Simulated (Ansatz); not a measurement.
# Structure relaxation of Ti

The calculation used Ansatz, DFT PBE, scalar-relativistic, plane waves, PAW.

The start is a random cell of Ti with space group I4_1md (No. 109), drawn with lower limits on the distances.

The final relaxation ran on this input, with the default PAW datasets:

```yaml
crystal:
  lattice:
    - [-3.5466341633, 3.5466341633, 1.3997360836]
    - [3.5466341633, -3.5466341633, 1.3997360836]
    - [3.5466341633, 3.5466341633, -1.3997360836]
  atoms:
    - { symbol: Ti, position: [0.8179887752, 0.5, 0.3179887752] }
    - { symbol: Ti, position: [0.1820112248, 0.5, 0.6820112248] }
    - { symbol: Ti, position: [0.25, 0.4320112248, 0.1820112248] }
    - { symbol: Ti, position: [0.25, 0.0679887752, 0.8179887752] }
basis:
  ecutwfc: 420
kpoints:
  mp_grid: { grid: [18, 18, 18] }
hamiltonian:
  xc: pbe
scf:
  occupations: { method: gaussian, width: 0.1 }
output:
  forces: true
  stress: true
  eigenvalues: true
relax:
  adjacent_minimum: "off"
  f_tol: 0.01
  max_steps: 80
  cell: { stress_tol: 0.05 }
```

It can be run as:

```bash
ansatz run input.yaml --threads 1 --pin off --backend cpu --events-out ev --progress --plain --runs-dir out  # memory cap (--max-ram) not shown
```

End of the output:

```
SCF converged after 7 iterations
Free energy (F): -9997.585801 eV
Harris-Foulkes:  -9997.585801 eV  (|F-HF|=1.82e-12)
Internal energy: -9997.565889 eV  (E = F + TS)
E sigma→0 (E₀):  -9997.575845 eV
Entropy (-TS):   -0.019912 eV (-4.978 meV/atom)
Fermi energy:    12.903827 eV
--- Per-component energies (eV) ---
  E_band       = -643.073131
  E_kinetic    = 1093.331722
  E_local      = -3408.306507  (includes V_loc(G=0)·N_el)
  E_nonlocal   = 36.000091
  E_hartree    = 1405.595998
  E_xc         = -389.843241
  E_vxc        = -487.754464  (∫ρ·V_xc dr)
  E_paw        = -4192.789368  (= ΣΔE_a)
  E_vpaw       = -687.536458  (= ΣTr[D̂ρ^β])
  E_aug_tail   = 0.000489  (compensation charges beyond the density's cutoff)
  E_ewald      = -4541.555073
  E_smearing   = -0.019912  (= −TS)
  E_closure    = 0.000000  (closes the sum)
  Σ components = -9997.585801   (vs F -9997.585801, Δ=0.00e0)
--- Forces (eV/Å), atoms counted from 1 ---
  atom   1  Ti     0.00000000    -0.00210696     0.00000000
  atom   2  Ti     0.00000000     0.00210696     0.00000000
  atom   3  Ti     0.00210696     0.00000000     0.00000000
  atom   4  Ti    -0.00210696     0.00000000     0.00000000
  max |Σ_I F_I| component: 1.92e-8 eV/Å
--- Stress (GPa, compression-positive) ---
        0.011656       0.000000       0.000000
        0.000000       0.011656       0.000000
        0.000000       0.000000      -0.021411
  P = ⅓ Tr σ = 0.0006 GPa (0.006 kbar)
--- Relaxed structure (3 steps of the walk, 3 accepted, 1 SCFs on fresh bases) ---
  F+E_penalty+E_count = -9997.58580098 eV   max|allowed force component| = 2.107e-3 eV/Å   (the final SCF, on the basis selected at the relaxed cell)
  cell:  # Å, volume = 70.6170 Å³
    - [-3.551792, 3.551792, 1.399439]
    - [3.551792, -3.551792, 1.399439]
    - [3.551792, 3.551792, -1.399439]
  atoms:
    - { symbol: Ti, position: [0.818159, 0.500000, 0.318159] }
    - { symbol: Ti, position: [0.181841, 0.500000, 0.681841] }
    - { symbol: Ti, position: [0.250000, 0.431841, 0.181841] }
    - { symbol: Ti, position: [0.25, 0.068159, 0.818159] }
```

Total energies depend on the potentials used, so only differences within one code and one set of settings carry meaning.

The result has space group I4_1md (No. 109). Around Ti lie 7 Ti at 2.58–2.80 Å.

It lies 0.27 eV/atom above the element's standard state at the same level.

For metals, differences of a few meV/atom aren't resolved.

A structure relaxed within its symmetry needn't be a true minimum.